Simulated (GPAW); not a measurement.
Runs of GPAW 26.7.0 on GaN. The structure is hexagonal, space group P6_3mc (No. 186). The conventional cell has a = 3.180 Å, b = 3.180 Å, c = 5.166 Å, α = 90.00°, β = 90.00°, γ = 120.00°. Ga (site symmetry 3m) is surrounded by 4 N at 1.94 to 1.95 Å. N (site symmetry 3m) is surrounded by 4 Ga at 1.94 to 1.95 Å. 

```tsv
task	level	potentials or basis	cell	k mesh	cutoff (eV)	smearing	maxiter	convergence	optimizer	fmax	max steps	mesh quality	gap on the mesh (eV)	pressure (GPa)
single point	PBE	GPAW PAW data sets (gpaw-data 1.2.1), pw	as given	8 × 8 × 4	600	fermi-dirac 0.05 eV	120	default	-	-	-	not flagged	2.05	9.7
relaxation of cell and atoms	PBEsol	PAW data sets generated in the run's folder for this functional, pw	relaxed to 10 GPa	7 × 7 × 4	800	fermi-dirac 0.05 eV	150	density=1e-05 forces=0.0001	BFGS	0.02 eV/Å	60	not flagged	(b)	10.0
relaxation of cell and atoms	PBEsol	PAW data sets generated in the run's folder for this functional, pw	relaxed	7 × 7 × 4	800	fermi-dirac 0.05 eV	150	density=1e-05 forces=0.0001	BFGS	0.02 eV/Å	60	not flagged	(a)	0.0
relaxation of cell and atoms	PBEsol	PAW data sets generated in the run's folder for this functional, pw	relaxed to 20 GPa	7 × 7 × 4	800	fermi-dirac 0.05 eV	150	density=1e-05 forces=0.0001	BFGS	0.02 eV/Å	60	not flagged	2.33	20.0
```

Alike in all rows: no spin polarisation.

Q: Estimate the missing entries.

A: (a) 1.75; (b) 2.07.

Caveats: later steps reuse the first step's grids (some runs); the cutoff is short for stress and forces, so pressures can be off by a GPa or more (some runs).

A k mesh can miss the band edges, and the runs leave out spin-orbit coupling on Ga.
